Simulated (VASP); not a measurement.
# MgSe (Fm-3m) in VASP: band structure with PBE

Aim: the band structure of MgSe with PBE.

Everything below comes from runs of VASP 6.6.1. Logs are shortened: lines on timing, memory, paths and dates and some standing lists are left out, and cuts for length are marked.

### 1 The structure

The structure is cubic, space group Fm-3m (No. 225). The conventional cell has a = 5.496 Å, b = 5.496 Å, c = 5.496 Å, α = 90.00°, β = 90.00°, γ = 90.00°. Mg (site symmetry m-3m) has 6 Se at 2.75 Å as nearest neighbours. Se (site symmetry m-3m) has 6 Mg at 2.75 Å as nearest neighbours.

The cell was built by a generator and needn't be a form met in nature.

### 2 Band structure, PBE

POSCAR reads:

```
MgSe                                    
1.0
    0.0000000000      2.7480405740      2.7480405740
    2.7480405740      0.0000000000      2.7480405740
    2.7480405740      2.7480405740      0.0000000000
  Mg              Se            
     1     1
Direct
     0.0000000000000000    0.0000000000000000    0.0000000000000000
     0.5000000000000000    0.5000000000000000    0.5000000000000000
```

INCAR.step1 reads:

```
PREC = Accurate
ENCUT = 230
EDIFF = 1E-6
ISMEAR = 0
SIGMA = 0.02
LREAL = F
LASPH = T
NELM = 100
ALGO = Normal
ISIF = 2
LWAVE = F
LCHARG = T
GGA = PE
NBANDS = 11
```

KPOINTS.step1 reads:

```
regular mesh
0
Gamma
  8 8 8
```

INCAR.step2 reads:

```
PREC = Accurate
ENCUT = 230
EDIFF = 1E-6
ISMEAR = 0
SIGMA = 0.05
LREAL = F
LASPH = T
NELM = 100
ALGO = Normal
ISIF = 2
LWAVE = F
LCHARG = F
GGA = PE
NBANDS = 11
ICHARG = 11
```

KPOINTS.step2 reads:

```
path GXWKGLUWLK,UX
20
line-mode
reciprocal
 0.0000000000  0.0000000000  0.0000000000  G
 0.5000000000  0.0000000000  0.5000000000  X

 0.5000000000  0.0000000000  0.5000000000  X
 0.5000000000  0.2500000000  0.7500000000  W

 0.5000000000  0.2500000000  0.7500000000  W
 0.3750000000  0.3750000000  0.7500000000  K

 0.3750000000  0.3750000000  0.7500000000  K
 0.0000000000  0.0000000000  0.0000000000  G

 0.0000000000  0.0000000000  0.0000000000  G
 0.5000000000  0.5000000000  0.5000000000  L

 0.5000000000  0.5000000000  0.5000000000  L
 0.6250000000  0.2500000000  0.6250000000  U

 0.6250000000  0.2500000000  0.6250000000  U
 0.5000000000  0.2500000000  0.7500000000  W

 0.5000000000  0.2500000000  0.7500000000  W
 0.5000000000  0.5000000000  0.5000000000  L

 0.5000000000  0.5000000000  0.5000000000  L
 0.3750000000  0.3750000000  0.7500000000  K

 0.6250000000  0.2500000000  0.6250000000  U
 0.5000000000  0.0000000000  0.5000000000  X
```

Potentials or basis: VASP PAW PBE potentials, release 64 (Mg, Se).

Command:

```
$ cat potpaw_PBE.64/Mg/POTCAR potpaw_PBE.64/Se/POTCAR > POTCAR
$ cp INCAR.step1 INCAR
$ cp KPOINTS.step1 KPOINTS
$ mpirun -np 1 vasp_std > vasp.out
$ cp INCAR.step2 INCAR
$ cp KPOINTS.step2 KPOINTS
$ mpirun -np 1 vasp_std > vasp.out
```

OUTCAR:

```text
PREC = Accurate
   ENCUT = 230
   EDIFF = 1E-6
   ISMEAR = 0
   LREAL = F
   LASPH = T
   NELM = 100
   ISIF = 2
   GGA = PE
   ICHARG = 11

 ion  position               nearest neighbor table
   1  0.000  0.000  0.000-   2 2.75   2 2.75   2 2.75   2 2.75   2 2.75   2 2.75
   2  0.500  0.500  0.500-   1 2.75   1 2.75   1 2.75   1 2.75   1 2.75   1 2.75

  LATTYP: Found a face centered cubic cell.
 ALAT       =     5.4960811480

  Lattice vectors:

 A1 = (   0.0000000000,   2.7480405740,   2.7480405740)
 A2 = (   2.7480405740,   0.0000000000,   2.7480405740)
 A3 = (   2.7480405740,   2.7480405740,   0.0000000000)

Analysis of symmetry for initial positions (statically):
=====================================================================
 Subroutine PRICEL returns:
 Original cell was already a primitive cell.

 Routine SETGRP: Setting up the symmetry group for a
 face centered cubic supercell.

 Subroutine GETGRP returns: Found 48 space group operations
 (whereof 48 operations were pure point group operations)
 out of a pool of 48 trial point group operations.

The static configuration has the point symmetry O_h .

Analysis of symmetry for dynamics (positions and initial velocities):
=====================================================================
 Subroutine PRICEL returns:
 Original cell was already a primitive cell.

 Routine SETGRP: Setting up the symmetry group for a
 face centered cubic supercell.

 Subroutine GETGRP returns: Found 48 space group operations
 (whereof 48 operations were pure point group operations)
 out of a pool of 48 trial point group operations.

The dynamic configuration has the point symmetry O_h .

 Subroutine INISYM returns: Found 48 space group operations
 (whereof 48 operations are pure point group operations),
 and found     1 'primitive' translations

----------------------------------------------------------------------------------------

                                     Primitive cell

  volume of cell :      41.5049

  direct lattice vectors                    reciprocal lattice vectors
     0.000000000  2.748040574  2.748040574    -0.181947823  0.181947823  0.181947823
     2.748040574  0.000000000  2.748040574     0.181947823 -0.181947823  0.181947823
     2.748040574  2.748040574  0.000000000     0.181947823  0.181947823 -0.181947823

  length of vectors
     3.886316250  3.886316250  3.886316250     0.315142874  0.315142874  0.315142874

  position of ions in fractional coordinates (direct lattice)
     0.000000000  0.000000000  0.000000000
     0.500000000  0.500000000  0.500000000

  ion indices of the primitive-cell ions
   primitive index   ion index
                 1           1
                 2           2

----------------------------------------------------------------------------------------

 KPOINTS: path GXWKGLUWLK,UX

Interpolating k-points between supplied coordinates.

 Line segments in fractional coordinates (reciprocal lattice):
    0.000000  0.000000  0.000000  ...  0.500000  0.000000  0.500000
    0.500000  0.000000  0.500000  ...  0.500000  0.250000  0.750000
    0.500000  0.250000  0.750000  ...  0.375000  0.375000  0.750000
    0.375000  0.375000  0.750000  ...  0.000000  0.000000  0.000000
    0.000000  0.000000  0.000000  ...  0.500000  0.500000  0.500000
    0.500000  0.500000  0.500000  ...  0.625000  0.250000  0.625000
    0.625000  0.250000  0.625000  ...  0.500000  0.250000  0.750000
    0.500000  0.250000  0.750000  ...  0.500000  0.500000  0.500000
    0.500000  0.500000  0.500000  ...  0.375000  0.375000  0.750000
    0.625000  0.250000  0.625000  ...  0.500000  0.000000  0.500000

 Generated    20 points on each line segment, for a total of    200 k-points:

 Following reciprocal coordinates:
            Coordinates               Weight
  0.000000  0.000000  0.000000      0.005000
  0.026316  0.000000  0.026316      0.005000
  0.052632  0.000000  0.052632      0.005000
  0.078947  0.000000  0.078947      0.005000
  0.105263  0.000000  0.105263      0.005000
  0.131579  0.000000  0.131579      0.005000
[... 16 lines left out ...]
  0.500000  0.026316  0.526316      0.005000
  0.500000  0.039474  0.539474      0.005000
 [... further k-points ...]
   k-points           NKPTS =    200   k-points in BZ     NKDIM =    200   number of bands    NBANDS=     11
   number of dos      NEDOS =    301   number of ions     NIONS =      2
   total plane-waves  NPLWV =   8000
   dimension x,y,z NGX =    20 NGY =   20 NGZ =   20
   dimension x,y,z NGXF=    40 NGYF=   40 NGZF=   40
   ions per type =               1   1
   NGX,Y,Z   is equivalent  to a cutoff of   8.56,  8.56,  8.56 a.u.
   NGXF,Y,Z  is equivalent  to a cutoff of  17.11, 17.11, 17.11 a.u.
 SYSTEM =  unknown system
   PREC   = accura    normal or accurate (medium, high low for compatibility)
   ISTART =      0    job   : 0-new  1-cont  2-samecut
   ICHARG =     11    charge: 1-file 2-atom 10-const
   ISPIN  =      1    spin polarized calculation?
   LNONCOLLINEAR =      F non collinear calculations
   LSORBIT =      F    spin-orbit coupling
   LASPH  =      T    aspherical Exc in radial PAW
   ENCUT  =  230.0 eV  16.90 Ry    4.11 a.u.   4.81  4.81  4.81*2*pi/ulx,y,z
   NELM   =    100;   NELMIN=  2; NELMDL=  0     # of ELM steps
   EDIFF  = 0.1E-05   stopping-criterion for ELM
   LREAL  =      F    real-space projection
   EDIFFG = 0.1E-04   stopping-criterion for IOM
   NSW    =      0    number of steps for IOM
   IBRION =     -1    ionic relax: 0-MD 1-quasi-New 2-CG
   NFREE  =      0    steps in history (QN), initial steepest desc. (CG)
   ISIF   =      2    stress and relaxation
   ISYM   =      2    0-nonsym 1-usesym 2-fastsym
   POTIM  = 0.5000    time-step for ionic-motion
   TEBEG  =    0.0;   TEEND  =   0.0 temperature during run
   PSTRESS=    0.0 pullay stress
   NELECT =       8.0000    total number of electrons
   NUPDOWN=      -1.0000    fix difference up-down
   EMIN   =  10.00;   EMAX   =-10.00  energy-range for DOS
   EFERMI =   0.00;   METHOD = LEGACY
   ISMEAR =     0;   SIGMA  =   0.05  broadening in eV -4-tet -1-fermi 0-gaus
   EFERMI_NEDOS =   21; number of points for ismear=-14 and -15
   IALGO  =     38    algorithm
   IMIX   =      4    mixing-type and parameters
     AMIX     =   0.40;   BMIX     =  1.00
     AMIX_MAG =   1.60;   BMIX_MAG =  1.00
  volume/ion in A,a.u.               =      20.75       140.04
  Fermi-wavevector in a.u.,A,eV,Ry     =   0.945667  1.787052 12.167507  0.894287
  Thomas-Fermi vector in A             =   2.073591
   LORBIT       =      0    0 simple, 1 ext, 2 COOP (PROOUT), +10 PAW based schemes
   GGA     = PE    functional components
   LHFCALC =     F    Hartree Fock is set to
   AEXX    =    0.0000 exact exchange contribution
   IVDW    =     0    specifies the selected vdW correction
   LEPSILON=     F    determine dielectric tensor
   LRPA    =     F    only Hartree local field effects (RPA)
 non-spin polarized calculation
 Gauss-broadening in eV      SIGMA  =   0.05
  energy-cutoff  :      230.00
  volume of cell :       41.50
 maximum number of plane-waves:       342
 NGX is ok and might be reduce to    20

 number of electron       8.0000006 magnetization

 Free energy of the ion-electron system (eV)
  ---------------------------------------------------
  ext. energy  EPLUGINS =         0.00000000
  ---------------------------------------------------
  free energy    TOTEN  =        -7.71378309 eV

  energy without entropy =       -7.71378309  energy(sigma->0) =       -7.71378309

 E-fermi :   3.3024     XC(G=0):  -9.3890

 val. band max:        3.0236421552   @ k =   0.0000   0.0000   0.0000
 cond. band min:       4.7861661647   @ k =   0.5000   0.0000   0.5000
 fundamental gap:      1.7625240096
 Fermi energy:         3.3024483501

 k-point     1 :       0.0000    0.0000    0.0000
  band No.  band energies     occupation
      1      -9.7869      2.00000
      2       3.0236      2.00000
      3       3.0236      2.00000
      4       3.0236      2.00000
      5       5.4578      0.00000
      6      10.4491      0.00000
      7      10.4491      0.00000
      8      10.4491      0.00000
      9      12.9552      0.00000
     10      12.9552      0.00000
     11      13.9737      0.00000

 k-point     2 :       0.0263    0.0000    0.0263
  band No.  band energies     occupation
      1      -9.7792      2.00000
      2       2.9409      2.00000
      3       3.0067      2.00000
      4       3.0067      2.00000
      5       5.5518      0.00000
      6      10.3876      0.00000
      7      10.4806      0.00000
      8      10.4806      0.00000
      9      12.6616      0.00000
     10      12.9666      0.00000
     11      14.0630      0.00000

 k-point     3 :       0.0526    0.0000    0.0526
  band No.  band energies     occupation
      1      -9.7562      2.00000
      2       2.7242      2.00000
      3       2.9570      2.00000
      4       2.9570      2.00000
      5       5.8013      0.00000
      6      10.2195      0.00000
      7      10.5735      0.00000
      8      10.5735      0.00000
      9      12.1129      0.00000
     10      13.0008      0.00000
     11      14.1913      0.00000

 k-point     4 :       0.0789    0.0000    0.0789
  band No.  band energies     occupation
      1      -9.7183      2.00000
      2       2.4307      2.00000
      3       2.8781      2.00000
      4       2.8781      2.00000
      5       6.1453      0.00000
      6       9.9802      0.00000
      7      10.7231      0.00000
      8      10.7231      0.00000
      9      11.5242      0.00000
     10      13.0576      0.00000
     11      14.3032      0.00000

 k-point     5 :       0.1053    0.0000    0.1053
  band No.  band energies     occupation
      1      -9.6661      2.00000
      2       2.1023      2.00000
      3       2.7749      2.00000
      4       2.7749      2.00000
      5       6.5334      0.00000
      6       9.7026      0.00000
      7      10.9223      0.00000
      8      10.9223      0.00000
      9      10.9511      0.00000
     10      13.1367      0.00000
     11      14.4625      0.00000
[... 211 lines left out ...]
 k-point    21 :       0.5000    0.0000    0.5000
  band No.  band energies     occupation
      1      -8.4189      2.00000
      2      -1.1100      2.00000
      3       1.2968      2.00000
      4       1.2968      2.00000
      5       4.7862      0.00000
      6       7.0584      0.00000
      7      14.5348      0.00000
      8      14.9822      0.00000
      9      14.9823      0.00000
     10      15.5671      0.00000
     11      18.7985      0.00000

 k-point    22 :       0.5000    0.0132    0.5132
  band No.  band energies     occupation
      1      -8.4187      2.00000
      2      -1.1073      2.00000
      3       1.2894      2.00000
      4       1.2898      2.00000
      5       4.8008      0.00000
      6       7.0716      0.00000
      7      14.5195      0.00000
      8      14.8430      0.00000
      9      14.9848      0.00000
     10      15.6928      0.00000
     11      18.7837      0.00000

 k-point    23 :       0.5000    0.0263    0.5263
  band No.  band energies     occupation
      1      -8.4181      2.00000
      2      -1.0991      2.00000
      3       1.2676      2.00000
      4       1.2693      2.00000
      5       4.8443      0.00000
      6       7.1111      0.00000
      7      14.4739      0.00000
      8      14.5685      0.00000
      9      14.9927      0.00000
     10      15.9265      0.00000
     11      18.6701      0.00000

 k-point    24 :       0.5000    0.0395    0.5395
  band No.  band energies     occupation
      1      -8.4170      2.00000
      2      -1.0857      2.00000
      3       1.2320      2.00000
      4       1.2363      2.00000
      5       4.9152      0.00000
      6       7.1760      0.00000
      7      14.2565      0.00000
      8      14.3981      0.00000
      9      15.0056      0.00000
     10      16.1692      0.00000
     11      18.5128      0.00000

 [... further k-points ...]

------------------------ aborting loop because EDIFF is reached ----------------------------------------

  FORCE on cell =-STRESS in cart. coord.  units (eV):
  Direction    XX          YY          ZZ          XY          YZ          ZX
  --------------------------------------------------------------------------------------
  -------------------------------------------------------------------------------------
  Total       -0.3597206     -0.3597206     -0.3597206     -0.0000000     -0.0000000     -0.0000000
  in kB      -13.8859769    -13.8859769    -13.8859769     -0.0000000     -0.0000000     -0.0000000
  external PRESSURE =     -13.8859769 kB  Pullay stress =       0.0000000 kB

 VOLUME and BASIS-vectors are now :
 -----------------------------------------------------------------------------
  energy-cutoff  :      230.00
  volume of cell :       41.50
      direct lattice vectors                 reciprocal lattice vectors
     0.000000000  2.748040574  2.748040574    -0.181947823  0.181947823  0.181947823
     2.748040574  0.000000000  2.748040574     0.181947823 -0.181947823  0.181947823
     2.748040574  2.748040574  0.000000000     0.181947823  0.181947823 -0.181947823

 POSITION                                       TOTAL-FORCE (eV/Angst)
 -----------------------------------------------------------------------------------
      0.00000      0.00000      0.00000         0.000000      0.000000      0.000000
      2.74804      2.74804      2.74804        -0.000000     -0.000000     -0.000000
 -----------------------------------------------------------------------------------
    total drift:                                0.000000      0.000000      0.000000

  FREE ENERGIE OF THE ION-ELECTRON SYSTEM (eV)
  ---------------------------------------------------
  free  energy   TOTEN  =        -7.7137830862 eV

  energy  without entropy=       -7.7137830862  energy(sigma->0) =       -7.71378309
```

Wall time 20 s (1 thread of Intel Xeon Platinum 8488C (Sapphire Rapids), shared host); peak memory 0.14 GiB.

What came out:

* Band gap on the k mesh: 1.76 eV, indirect (least direct gap 2.43 eV)
* Band gap along the path: 1.76 eV, indirect (least direct gap 2.43 eV)

Levels at the corners of the path, in eV from the valence-band top:
```csv
point,band 2,band 3,band 4,band 5,band 6,band 7
Γ,0.00,0.00,0.00,2.43,7.43,7.43
X,-4.13,-1.73,-1.73,1.76,4.03,11.51
X,-4.13,-1.73,-1.73,1.76,4.03,11.51
W,-3.21,-3.21,-2.48,4.45,6.89,7.54
W,-3.21,-3.21,-2.48,4.45,6.89,7.54
K,-3.66,-3.24,-1.38,3.01,6.26,8.83
K,-3.66,-3.24,-1.38,3.01,6.26,8.83
Γ,0.00,0.00,0.00,2.43,7.43,7.43
Γ,0.00,0.00,0.00,2.43,7.43,7.43
L,-4.82,-0.55,-0.55,3.80,6.07,6.07
L,-4.82,-0.55,-0.55,3.80,6.07,6.07
U,-3.66,-3.24,-1.38,3.01,6.26,8.83
U,-3.66,-3.24,-1.38,3.01,6.26,8.83
W,-3.21,-3.21,-2.48,4.45,6.89,7.54
W,-3.21,-3.21,-2.48,4.45,6.89,7.54
L,-4.82,-0.55,-0.55,3.80,6.07,6.07
L,-4.82,-0.55,-0.55,3.80,6.07,6.07
K,-3.66,-3.24,-1.38,3.01,6.26,8.83
U,-3.66,-3.24,-1.38,3.01,6.26,8.83
X,-4.13,-1.73,-1.73,1.76,4.03,11.51
```

Caveat: the cutoff is under 1.25 times the usual one of these potentials, so pressure, stress and relaxed cells hold a basis-set (Pulay) error; the log is that of the step along the path at fixed density, whose energy, stress, charges and moments have no meaning.
